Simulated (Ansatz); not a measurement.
**Zr in Ansatz: the effect of functional**

Zr:

```
Zr
1.0
     3.25340    0.00000    0.00000
    -1.62670    2.81753    0.00000
     0.00000    0.00000    5.18109
Zr
2
Cartesian
  1.6267 0.9392 3.8858
  0.0000 1.8784 1.2953
```

The cell isn't the ideal one: volume scaled by 1.02.

Alike in all runs:

* Program: Ansatz 0.2.0
* Task: single point
* Potentials or basis: Ansatz PAW
* k mesh: 9 × 9 × 5
* Occupations: fermi-dirac, width 0.05 eV
* Spin: no spin polarisation

```tsv
functional	cutoff	pressure (GPa)
LDA	420 eV (not typed: the program's choice for these potentials)	?
r2SCAN	500 eV (not typed: the program's choice for these potentials)	-1.0
PBE	420 eV (not typed: the program's choice for these potentials)	-1.4
```

**Question.** What does the run with functional LDA give?

**Answer.** Pressure -7.7 GPa.

Caveats: the PAW data sets come from PBE, with cores solved anew for the run's functional, which leaves a small shift of forces and pressure (some runs).
